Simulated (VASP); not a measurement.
# Tl (P6_3/mmc) in VASP: single point with PBE

Aim: the single point of Tl with PBE.

Everything below comes from runs of VASP 6.6.1. Logs are shortened: lines on timing, memory, paths and dates and some standing lists are left out, and cuts for length are marked.

## Step 1: The structure

It takes space group P6_3/mmc (No. 194, hexagonal). The conventional cell has a = 3.509 Å, b = 3.509 Å, c = 5.833 Å, α = 90.00°, β = 90.00°, γ = 120.00°. Tl (site symmetry -6m2) has 12 Tl at 3.51 to 3.55 Å as nearest neighbours.

## Step 2: Single point, PBE

INCAR reads:

```
ALGO = Normal
EDIFF = 1E-7
ENCUT = 520
GGA = PE
ISIF = 2
ISMEAR = 0
LASPH = True
LCHARG = False
LREAL = False
LWAVE = False
NBANDS = 20
NELM = 100
PREC = Accurate
SIGMA = 0.05
```

KPOINTS reads:

```
k-points
0
Gamma
  6 6 4
```

POSCAR reads:

```
Tl
1.0
    3.5086533647      0.0000000000      0.0000000000
   -1.7543266824      3.0385829469      0.0000000000
    0.0000000000      0.0000000000      5.8333509377
Tl
2
Direct
    0.3333333333      0.6666666667      0.7500000000
    0.6666666667      0.3333333333      0.2500000000
```

Potentials or basis: VASP PAW PBE potentials, release 64 (Tl_d).

Started as:

```bash
$ cat potpaw_PBE.64/Tl_d/POTCAR > POTCAR
$ mpirun -np 1 vasp_std > vasp.out
```

OUTCAR:

```text
EDIFF = 1E-7
   ENCUT = 520
   GGA = PE
   ISIF = 2
   ISMEAR = 0
   LASPH = True
   LREAL = False
   NELM = 100
   PREC = Accurate

 ion  position               nearest neighbor table
   1  0.333  0.667  0.750-   2 3.55   2 3.55   2 3.55   2 3.55   2 3.55   2 3.55
   2  0.667  0.333  0.250-   1 3.55   1 3.55   1 3.55   1 3.55   1 3.55   1 3.55

  LATTYP: Found a hexagonal cell.
 ALAT       =     3.5086533647
 C/A-ratio  =     1.6625611970

  Lattice vectors:

 A1 = (   3.5086533647,   0.0000000000,   0.0000000000)
 A2 = (  -1.7543266824,   3.0385829469,   0.0000000000)
 A3 = (   0.0000000000,   0.0000000000,   5.8333509377)

Analysis of symmetry for initial positions (statically):
=====================================================================
 Subroutine PRICEL returns:
 Original cell was already a primitive cell.

 Routine SETGRP: Setting up the symmetry group for a
 hexagonal supercell.

 Subroutine GETGRP returns: Found 24 space group operations
 (whereof 12 operations were pure point group operations)
 out of a pool of 24 trial point group operations.

The static configuration has the point symmetry D_3d.
 The point group associated with its full space group is D_6h.

Analysis of symmetry for dynamics (positions and initial velocities):
=====================================================================
 Subroutine PRICEL returns:
 Original cell was already a primitive cell.

 Routine SETGRP: Setting up the symmetry group for a
 hexagonal supercell.

 Subroutine GETGRP returns: Found 24 space group operations
 (whereof 12 operations were pure point group operations)
 out of a pool of 24 trial point group operations.

The dynamic configuration has the point symmetry D_3d.
 The point group associated with its full space group is D_6h.

 Subroutine INISYM returns: Found 24 space group operations
 (whereof 12 operations are pure point group operations),
 and found     1 'primitive' translations

----------------------------------------------------------------------------------------

                                     Primitive cell

  volume of cell :      62.1913

  direct lattice vectors                    reciprocal lattice vectors
     3.508653365  0.000000000  0.000000000     0.285009631  0.164550387  0.000000000
[... 76 lines left out ...]
   ISPIN  =      1    spin polarized calculation?
   LNONCOLLINEAR =      F non collinear calculations
   LSORBIT =      F    spin-orbit coupling
   LASPH  =      T    aspherical Exc in radial PAW
   ENCUT  =  520.0 eV  38.22 Ry    6.18 a.u.   6.52  6.52 10.85*2*pi/ulx,y,z
   NELM   =    100;   NELMIN=  2; NELMDL= -5     # of ELM steps
   EDIFF  = 0.1E-06   stopping-criterion for ELM
   LREAL  =      F    real-space projection
   EDIFFG = 0.1E-05   stopping-criterion for IOM
   NSW    =      0    number of steps for IOM
   IBRION =     -1    ionic relax: 0-MD 1-quasi-New 2-CG
   NFREE  =      0    steps in history (QN), initial steepest desc. (CG)
   ISIF   =      2    stress and relaxation
   ISYM   =      2    0-nonsym 1-usesym 2-fastsym
   POTIM  = 0.5000    time-step for ionic-motion
   TEBEG  =    0.0;   TEEND  =   0.0 temperature during run
   PSTRESS=    0.0 pullay stress
   NELECT =      26.0000    total number of electrons
   NUPDOWN=      -1.0000    fix difference up-down
   EMIN   =  10.00;   EMAX   =-10.00  energy-range for DOS
   EFERMI =   0.00;   METHOD = LEGACY
   ISMEAR =     0;   SIGMA  =   0.05  broadening in eV -4-tet -1-fermi 0-gaus
   EFERMI_NEDOS =   21; number of points for ismear=-14 and -15
   IALGO  =     38    algorithm
   IMIX   =      4    mixing-type and parameters
     AMIX     =   0.40;   BMIX     =  1.00
     AMIX_MAG =   1.60;   BMIX_MAG =  1.00
  volume/ion in A,a.u.               =      31.10       209.84
  Fermi-wavevector in a.u.,A,eV,Ry     =   1.224116  2.313245 20.387800  1.498461
  Thomas-Fermi vector in A             =   2.359203
   LORBIT       =      0    0 simple, 1 ext, 2 COOP (PROOUT), +10 PAW based schemes
   GGA     = PE    functional components
   LHFCALC =     F    Hartree Fock is set to
   AEXX    =    0.0000 exact exchange contribution
   IVDW    =     0    specifies the selected vdW correction
   LEPSILON=     F    determine dielectric tensor
   LRPA    =     F    only Hartree local field effects (RPA)
 non-spin polarized calculation
 Gauss-broadening in eV      SIGMA  =   0.05
  energy-cutoff  :      520.00
  volume of cell :       62.19
 maximum number of plane-waves:      1708
 NGX is ok and might be reduce to    28
   NGX = 13   NGY = 13   NGZ = 21

 number of electron      25.9999995 magnetization

 Free energy of the ion-electron system (eV)
  ---------------------------------------------------
  ext. energy  EPLUGINS =         0.00000000
  ---------------------------------------------------
  free energy    TOTEN  =        -4.43568771 eV

  energy without entropy =       -4.43438131  energy(sigma->0) =       -4.43503451

 E-fermi :   5.8248     XC(G=0):  -9.7814

 val. band max:        5.7350844629   @ k =   0.3333   0.0000   0.0000
 cond. band min:       5.8481688937   @ k =   0.3333   0.3333   0.2500
 fundamental gap:      0.1130844309
 Fermi energy:         5.8247861484

 k-point     1 :       0.0000    0.0000    0.0000
  band No.  band energies     occupation
      1      -5.9275      2.00000
      2      -5.7982      2.00000
      3      -5.7591      2.00000
      4      -5.7591      2.00000
      5      -5.7232      2.00000
      6      -5.7231      2.00000
[... 472 lines left out ...]
     19      15.8944      0.00000
     20      15.8944      0.00000

------------------------ aborting loop because EDIFF is reached ----------------------------------------

  FORCE on cell =-STRESS in cart. coord.  units (eV):
  Direction    XX          YY          ZZ          XY          YZ          ZX
  --------------------------------------------------------------------------------------
  -------------------------------------------------------------------------------------
  Total       -0.0008016     -0.0008016      0.0046655      0.0000000      0.0000000     -0.0000000
  in kB       -0.0206517     -0.0206517      0.1201920      0.0000000      0.0000000     -0.0000000
  external PRESSURE =       0.0262962 kB  Pullay stress =       0.0000000 kB

 VOLUME and BASIS-vectors are now :
 -----------------------------------------------------------------------------
  energy-cutoff  :      520.00
  volume of cell :       62.19
      direct lattice vectors                 reciprocal lattice vectors
     3.508653365  0.000000000  0.000000000     0.285009631  0.164550387  0.000000000
    -1.754326682  3.038582947  0.000000000     0.000000000  0.329100774  0.000000000
     0.000000000  0.000000000  5.833350938     0.000000000  0.000000000  0.171428054

 POSITION                                       TOTAL-FORCE (eV/Angst)
 -----------------------------------------------------------------------------------
     -0.00000      2.02572      4.37501         0.000000      0.000000      0.000000
      1.75433      1.01286      1.45834        -0.000000     -0.000000      0.000000
 -----------------------------------------------------------------------------------
    total drift:                               -0.000000      0.000000      0.000000

  FREE ENERGIE OF THE ION-ELECTRON SYSTEM (eV)
  ---------------------------------------------------
  free  energy   TOTEN  =        -4.4356877078 eV

  energy  without entropy=       -4.4343813102  energy(sigma->0) =       -4.43503451
```

stdout:

```text
POSCAR found type information on POSCAR Tl
 POSCAR found :  1 types and       2 ions
 scaLAPACK will be used
 LDA part: xc-table for (Slater+PW92), standard interpolation
 POSCAR, INCAR and KPOINTS ok, starting setup
 FFT: planning ... GRIDC
 FFT: planning ... GRID_SOFT
 FFT: planning ... GRID
 WAVECAR not read
 entering main loop
```

Wall time 9.9 s (1 thread of Intel Xeon 6975P-C (Granite Rapids), shared host); peak memory 0.18 GiB.

What came out:

* Free energy: -4.4357 eV
* Pressure: 0.0 GPa
* Band gap on the k mesh: none (metal or under the smearing width)
